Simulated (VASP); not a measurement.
# KF (Carobbiite) (Fm-3m) in VASP: further runs

Runs on KF (Carobbiite). Level: r2SCAN. Tasks: single point, relaxation of cell and atoms.

Program: VASP 6.6.1. These are calculated values, not measurements. Logs are shortened: lines on timing, memory, paths and dates and some standing lists are left out, and cuts for length are marked.

## (1) The crystal as given

Symmetry: Fm-3m, No. 225, cubic system. Conventional cell: a = 5.318 Å, b = 5.318 Å, c = 5.318 Å, α = 90.00°, β = 90.00°, γ = 90.00°. Around K (site symmetry m-3m) lie 6 F at 2.66 Å. F (site symmetry m-3m) is surrounded by 6 K at 2.66 Å.

## (2) Single point, r2SCAN

The input, POSCAR:

```
KF
1.0
    0.0000000000      2.6587902031      2.6587902031
    2.6587902031      0.0000000000      2.6587902031
    2.6587902031      2.6587902031      0.0000000000
K F
1 1
Direct
    0.0000000000      0.0000000000      0.0000000000
    0.5000000000      0.5000000000      0.5000000000
```

The input, INCAR.step1:

```
PREC     = Accurate       # precision mode
ENCUT    = 520            # plane-wave cutoff, eV
ISMEAR   = 0              # smearing method
SIGMA    = 0.02           # smearing width, eV
LREAL    = False          # projectors in reciprocal space
LASPH    = True           # aspherical terms in the spheres
NELM     = 80             # most SCF steps
NBANDS   = 15             # bands
GGA      = PE             # functional
ALGO     = Normal         # electronic algorithm
EDIFF    = 1E-4           # SCF threshold, eV
LWAVE    = True           # write WAVECAR
LCHARG   = False          # write CHGCAR
```

The input, INCAR.step2:

```
PREC     = Accurate       # precision mode
ENCUT    = 520            # plane-wave cutoff, eV
EDIFF    = 1E-7           # SCF threshold, eV
ISMEAR   = 0              # smearing method
SIGMA    = 0.02           # smearing width, eV
LREAL    = False          # projectors in reciprocal space
LASPH    = True           # aspherical terms in the spheres
NELM     = 80             # most SCF steps
ALGO     = Normal         # electronic algorithm
ISIF     = 2              # what is computed and relaxed
LWAVE    = False          # write WAVECAR
LCHARG   = True           # write CHGCAR
METAGGA  = R2SCAN         # meta-GGA
LMIXTAU  = True         
LELF     = True           # ELF
LVHAR    = True         
NBANDS   = 15             # bands
ISTART   = 1
```

The input, KPOINTS:

```
regular mesh
0
Gamma
  8 8 8
```

Potentials or basis: VASP PAW PBE potentials, release 64 (K_sv, F).

Launch:

```
$ cat potpaw_PBE.64/K_sv/POTCAR potpaw_PBE.64/F/POTCAR > POTCAR
$ cp INCAR.step1 INCAR
$ mpirun -np 1 vasp_std > vasp.out
$ cp INCAR.step2 INCAR
$ mpirun -np 1 vasp_std > vasp.out
```

OUTCAR:

```text
PREC = Accurate
   ENCUT = 520
   EDIFF = 1E-7
   ISMEAR = 0
   LREAL = False
   LASPH = True
   NELM = 80
   ISIF = 2
   METAGGA = R2SCAN
   ISTART = 1

 ion  position               nearest neighbor table
   1  0.000  0.000  0.000-   2 2.66   2 2.66   2 2.66   2 2.66   2 2.66   2 2.66
   2  0.500  0.500  0.500-   1 2.66   1 2.66   1 2.66   1 2.66   1 2.66   1 2.66

  LATTYP: Found a face centered cubic cell.
 ALAT       =     5.3175804062

  Lattice vectors:

 A1 = (   0.0000000000,   2.6587902031,   2.6587902031)
 A2 = (   2.6587902031,   0.0000000000,   2.6587902031)
 A3 = (   2.6587902031,   2.6587902031,   0.0000000000)

Analysis of symmetry for initial positions (statically):
=====================================================================
 Subroutine PRICEL returns:
 Original cell was already a primitive cell.

 Routine SETGRP: Setting up the symmetry group for a
 face centered cubic supercell.

 Subroutine GETGRP returns: Found 48 space group operations
 (whereof 48 operations were pure point group operations)
 out of a pool of 48 trial point group operations.

The static configuration has the point symmetry O_h .

Analysis of symmetry for dynamics (positions and initial velocities):
=====================================================================
 Subroutine PRICEL returns:
 Original cell was already a primitive cell.

 Routine SETGRP: Setting up the symmetry group for a
 face centered cubic supercell.

 Subroutine GETGRP returns: Found 48 space group operations
 (whereof 48 operations were pure point group operations)
 out of a pool of 48 trial point group operations.

The dynamic configuration has the point symmetry O_h .

 Subroutine INISYM returns: Found 48 space group operations
 (whereof 48 operations are pure point group operations),
 and found     1 'primitive' translations

----------------------------------------------------------------------------------------

                                     Primitive cell

  volume of cell :      37.5909

  direct lattice vectors                    reciprocal lattice vectors
     0.000000000  2.658790203  2.658790203    -0.188055454  0.188055454  0.188055454
     2.658790203  0.000000000  2.658790203     0.188055454 -0.188055454  0.188055454
     2.658790203  2.658790203  0.000000000     0.188055454  0.188055454 -0.188055454

  length of vectors
     3.760097165  3.760097165  3.760097165     0.325721602  0.325721602  0.325721602

  position of ions in fractional coordinates (direct lattice)
     0.000000000  0.000000000  0.000000000
     0.500000000  0.500000000  0.500000000

  ion indices of the primitive-cell ions
   primitive index   ion index
                 1           1
                 2           2

----------------------------------------------------------------------------------------

 KPOINTS: regular mesh

Automatic generation of k-mesh.
 Grid dimensions read from file:
 generate k-points for:    8    8    8

 Generating k-lattice:

  Cartesian coordinates                     Fractional coordinates (reciprocal lattice)
    -0.023506932  0.023506932  0.023506932     0.125000000  0.000000000  0.000000000
     0.023506932 -0.023506932  0.023506932     0.000000000  0.125000000  0.000000000
     0.023506932  0.023506932 -0.023506932     0.000000000  0.000000000  0.125000000

  Length of vectors
     0.040715200  0.040715200  0.040715200

  Shift w.r.t. Gamma in fractional coordinates (k-lattice)
     0.000000000  0.000000000  0.000000000

 Subroutine IBZKPT returns following result:
 ===========================================

 Found     29 irreducible k-points:

 Following reciprocal coordinates:
            Coordinates               Weight
  0.000000  0.000000  0.000000      1.000000
  0.125000  0.000000  0.000000      8.000000
  0.250000  0.000000  0.000000      8.000000
  0.375000  0.000000  0.000000      8.000000
  0.500000  0.000000  0.000000      4.000000
  0.125000  0.125000  0.000000      6.000000
[... 16 lines left out ...]
  0.500000  0.250000  0.125000     48.000000
 -0.375000  0.250000  0.125000     24.000000
 [... further k-points ...]
   k-points           NKPTS =     29   k-points in BZ     NKDIM =     29   number of bands    NBANDS=     15
   number of dos      NEDOS =    301   number of ions     NIONS =      2
   total plane-waves  NPLWV =  21952
   dimension x,y,z NGX =    28 NGY =   28 NGZ =   28
   dimension x,y,z NGXF=    56 NGYF=   56 NGZF=   56
   ions per type =               1   1
   NGX,Y,Z   is equivalent  to a cutoff of  12.38, 12.38, 12.38 a.u.
   NGXF,Y,Z  is equivalent  to a cutoff of  24.76, 24.76, 24.76 a.u.
 SYSTEM =  unknown system
   PREC   = accura    normal or accurate (medium, high low for compatibility)
   ISTART =      1    job   : 0-new  1-cont  2-samecut
   ICHARG =      0    charge: 1-file 2-atom 10-const
   ISPIN  =      1    spin polarized calculation?
   LNONCOLLINEAR =      F non collinear calculations
   LSORBIT =      F    spin-orbit coupling
   LASPH  =      T    aspherical Exc in radial PAW
   ENCUT  =  520.0 eV  38.22 Ry    6.18 a.u.   6.99  6.99  6.99*2*pi/ulx,y,z
   NELM   =     80;   NELMIN=  2; NELMDL=  0     # of ELM steps
   EDIFF  = 0.1E-06   stopping-criterion for ELM
   LREAL  =      F    real-space projection
   EDIFFG = 0.1E-05   stopping-criterion for IOM
   NSW    =      0    number of steps for IOM
   IBRION =     -1    ionic relax: 0-MD 1-quasi-New 2-CG
   NFREE  =      0    steps in history (QN), initial steepest desc. (CG)
   ISIF   =      2    stress and relaxation
   ISYM   =      2    0-nonsym 1-usesym 2-fastsym
   POTIM  = 0.5000    time-step for ionic-motion
   TEBEG  =    0.0;   TEEND  =   0.0 temperature during run
   PSTRESS=    0.0 pullay stress
   NELECT =      16.0000    total number of electrons
   NUPDOWN=      -1.0000    fix difference up-down
   EMIN   =  10.00;   EMAX   =-10.00  energy-range for DOS
   EFERMI =   0.00;   METHOD = LEGACY
   ISMEAR =     0;   SIGMA  =   0.02  broadening in eV -4-tet -1-fermi 0-gaus
   EFERMI_NEDOS =   21; number of points for ismear=-14 and -15
   IALGO  =     38    algorithm
   IMIX   =      4    mixing-type and parameters
     AMIX     =   0.40;   BMIX     =  1.00
     AMIX_MAG =   1.60;   BMIX_MAG =  1.00
  volume/ion in A,a.u.               =      18.80       126.84
  Fermi-wavevector in a.u.,A,eV,Ry     =   1.231461  2.327124 20.633192  1.516497
  Thomas-Fermi vector in A             =   2.366270
   LORBIT       =      0    0 simple, 1 ext, 2 COOP (PROOUT), +10 PAW based schemes
   METAGGA = R2SCAN    functional components
   LHFCALC =     F    Hartree Fock is set to
   AEXX    =    0.0000 exact exchange contribution
   IVDW    =     0    specifies the selected vdW correction
   LEPSILON=     F    determine dielectric tensor
   LRPA    =     F    only Hartree local field effects (RPA)
 non-spin polarized calculation
 Gauss-broadening in eV      SIGMA  =   0.02
  energy-cutoff  :      520.00
  volume of cell :       37.59
 maximum number of plane-waves:      1036
   NGX = 13   NGY = 13   NGZ = 13

 number of electron      16.0000010 magnetization

 Free energy of the ion-electron system (eV)
  ---------------------------------------------------
  ext. energy  EPLUGINS =         0.00000000
  ---------------------------------------------------
  free energy    TOTEN  =       -14.97291780 eV

  energy without entropy =      -14.97291780  energy(sigma->0) =      -14.97291780

 E-fermi :  -3.1590     XC(G=0):  -8.9728

 val. band max:       -3.3115299476   @ k =   0.0000   0.0000   0.0000
 cond. band min:       3.5971939714   @ k =   0.0000   0.0000   0.0000
 fundamental gap:      6.9087239190
 Fermi energy:        -3.1590373087

 k-point     1 :       0.0000    0.0000    0.0000
  band No.  band energies     occupation
      1     -30.3938      2.00000
      2     -23.1082      2.00000
      3     -12.8684      2.00000
      4     -12.8684      2.00000
      5     -12.8684      2.00000
      6      -3.3115      2.00000
      7      -3.3115      2.00000
      8      -3.3115      2.00000
      9       3.5972      0.00000
     10       8.1816      0.00000
     11       8.1816      0.00000
     12       8.1816      0.00000
     13      10.0633      0.00000
     14      10.0633      0.00000
     15      13.9789      0.00000

 k-point     2 :       0.1250    0.0000    0.0000
  band No.  band energies     occupation
      1     -30.3791      2.00000
      2     -23.1222      2.00000
      3     -12.9104      2.00000
      4     -12.8738      2.00000
      5     -12.8738      2.00000
      6      -3.4470      2.00000
      7      -3.3642      2.00000
      8      -3.3642      2.00000
      9       4.0349      0.00000
     10       7.8808      0.00000
     11       8.4014      0.00000
     12       8.4014      0.00000
     13      10.2135      0.00000
     14      10.2135      0.00000
     15      14.8108      0.00000

 k-point     3 :       0.2500    0.0000    0.0000
  band No.  band energies     occupation
      1     -30.3433      2.00000
      2     -23.1552      2.00000
      3     -13.0108      2.00000
      4     -12.8866      2.00000
      5     -12.8866      2.00000
      6      -3.7380      2.00000
      7      -3.4888      2.00000
      8      -3.4888      2.00000
      9       5.1234      0.00000
     10       7.4804      0.00000
     11       8.9515      0.00000
     12       8.9515      0.00000
     13      10.6754      0.00000
     14      10.6754      0.00000
     15      16.1160      0.00000

 k-point     4 :       0.3750    0.0000    0.0000
  band No.  band energies     occupation
      1     -30.3070      2.00000
      2     -23.1888      2.00000
      3     -13.1100      2.00000
      4     -12.8992      2.00000
      5     -12.8992      2.00000
      6      -3.9930      2.00000
      7      -3.6099      2.00000
      8      -3.6099      2.00000
      9       6.1614      0.00000
     10       7.6096      0.00000
     11       9.4848      0.00000
     12       9.4848      0.00000
     13      11.4758      0.00000
     14      11.4758      0.00000
     15      15.0536      0.00000
[... 307 lines left out ...]
 k-point    22 :       0.3750    0.2500    0.1250
  band No.  band energies     occupation
      1     -30.3189      2.00000
      2     -23.1605      2.00000
      3     -13.0515      2.00000
      4     -13.0198      2.00000
      5     -12.9186      2.00000
      6      -3.8338      2.00000
      7      -3.5235      2.00000
      8      -3.3850      2.00000
      9       5.8357      0.00000
     10       6.7885      0.00000
     11       9.4962      0.00000
     12       9.6250      0.00000
     13      10.7027      0.00000
     14      11.1564      0.00000
     15      16.3279      0.00000

 k-point    23 :       0.5000    0.2500    0.1250
  band No.  band energies     occupation
      1     -30.2913      2.00000
      2     -23.1749      2.00000
      3     -13.1528      2.00000
      4     -13.0737      2.00000
      5     -12.9339      2.00000
      6      -3.8639      2.00000
      7      -3.6085      2.00000
      8      -3.4651      2.00000
      9       6.6113      0.00000
     10       7.0351      0.00000
     11       9.4002      0.00000
     12      10.1835      0.00000
     13      11.2403      0.00000
     14      12.2185      0.00000
     15      14.1817      0.00000

 k-point    24 :      -0.3750    0.2500    0.1250
  band No.  band energies     occupation
      1     -30.2798      2.00000
      2     -23.1807      2.00000
      3     -13.1984      2.00000
      4     -13.0905      2.00000
      5     -12.9418      2.00000
      6      -3.8700      2.00000
      7      -3.5871      2.00000
      8      -3.5613      2.00000
      9       6.7535      0.00000
     10       7.4709      0.00000
     11       9.3630      0.00000
     12      10.3635      0.00000
     13      11.7309      0.00000
     14      12.7704      0.00000
     15      13.2257      0.00000

 [... further k-points ...]

------------------------ aborting loop because EDIFF is reached ----------------------------------------

  FORCE on cell =-STRESS in cart. coord.  units (eV):
  Direction    XX          YY          ZZ          XY          YZ          ZX
  --------------------------------------------------------------------------------------
  -------------------------------------------------------------------------------------
  Total       -0.0064401     -0.0064401     -0.0064401      0.0000000      0.0000000      0.0000000
  in kB       -0.2744881     -0.2744881     -0.2744881      0.0000000      0.0000000      0.0000000
  external PRESSURE =      -0.2744881 kB  Pullay stress =       0.0000000 kB

 VOLUME and BASIS-vectors are now :
 -----------------------------------------------------------------------------
  energy-cutoff  :      520.00
  volume of cell :       37.59
      direct lattice vectors                 reciprocal lattice vectors
     0.000000000  2.658790203  2.658790203    -0.188055454  0.188055454  0.188055454
     2.658790203  0.000000000  2.658790203     0.188055454 -0.188055454  0.188055454
     2.658790203  2.658790203  0.000000000     0.188055454  0.188055454 -0.188055454

 POSITION                                       TOTAL-FORCE (eV/Angst)
 -----------------------------------------------------------------------------------
      0.00000      0.00000      0.00000        -0.000000      0.000000      0.000000
      2.65879      2.65879      2.65879         0.000000     -0.000000     -0.000000
 -----------------------------------------------------------------------------------
    total drift:                                0.000000      0.000000      0.000000

  FREE ENERGIE OF THE ION-ELECTRON SYSTEM (eV)
  ---------------------------------------------------
  free  energy   TOTEN  =       -14.9729177963 eV

  energy  without entropy=      -14.9729177963  energy(sigma->0) =      -14.97291780
```

Run time: 2.5 min. Hardware: 1 thread of AMD EPYC 7R43 (Zen 3), shared host; peak memory 0.13 GiB.

What came out:

| Quantity | Value |
| --- | --- |
| Free energy | -14.9729 eV |
| Pressure | 0.0 GPa |
| Band gap on the k mesh | 6.91 eV, direct |

Caveat: the PAW data sets were made with another functional, which shifts forces and pressure a little. r2SCAN opens gaps a little over a GGA but as a rule still falls short of measured ones.

[end of part 1 of 2]
